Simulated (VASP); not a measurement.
Runs of VASP 6.6.1 on Os. It takes space group P6_3/mmc (No. 194, hexagonal). The conventional cell has a = 2.734 Å, b = 2.734 Å, c = 4.320 Å, α = 90.00°, β = 90.00°, γ = 120.00°. Os (site symmetry -6m2) has 12 Os at 2.68 to 2.73 Å as nearest neighbours. 

```csv
task,level,cell,cutoff (eV),gap on the mesh (eV),pressure (GPa),relaxed volume (Å³/atom)
relaxation of cell and atoms,PBEsol+rVV10,relaxed,600,none,0.0,(a)
band structure,r2SCAN,as given,520,-,2.1,-
relaxation of cell and atoms,r2SCAN,relaxed,600,none,0.0,14.05
relaxation of cell and atoms,PBEsol+D4,relaxed,600,none,-0.1,13.78
```

Alike in all rows: potentials or basis VASP PAW PBE potentials, release 64 (Os); no spin polarisation; k mesh 11 × 11 × 6; smearing fermi-dirac 0.05 eV.

Task: Estimate the missing entries.

Result: (a) 13.89.

Caveats: the PAW data sets were made with another functional, which shifts forces and pressure a little; pairwise dispersion overbinds metals, which lowers pressure and volume (some runs); spin-orbit coupling is left out, which moves the levels of the heavy elements (some runs).

A k mesh can miss the band edges, and the runs leave out spin-orbit coupling on Os.

A gap of «none» marks a metal or a gap under the smearing width.

Runs at the PBE level aren't shown here.
